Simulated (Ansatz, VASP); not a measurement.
# One calculation of Be, two programs

```
CELL_PARAMETERS angstrom
-1.26565 1.26565 1.25312
1.26565 -1.26565 1.25312
1.26565 1.26565 -1.25312
ATOMIC_POSITIONS crystal
Be 0.00000 0.00000 0.00000
```

Change from the starting cell: equal xx and yy strain of +1 %.

Alike in both runs: task single point; functional PBEsol; k mesh 23 × 23 × 23; occupations fermi-dirac, width 0.03 eV; no spin polarisation.

|  | VASP | Ansatz |
| --- | --- | --- |
| version | VASP 6.6.1 | Ansatz 0.2.0 |
| potentials or method | VASP PAW PBE potentials, release 64 (Be), cutoff 520 eV | all-electron LAPW, scalar-relativistic |

|  | VASP | Ansatz | Ansatz less VASP |
| --- | --- | --- | --- |
| pressure (GPa) | -3.9 | -4.3 | -0.43 |
| largest component of the traceless stress (GPa) | 0.31 | 0.32 | +0.004 |

Ansatz ran all-electron here, so the differences hold the error of VASP's frozen core and of both bases.

Caveats: the PAW data sets were made with another functional, which shifts forces and pressure a little (VASP).
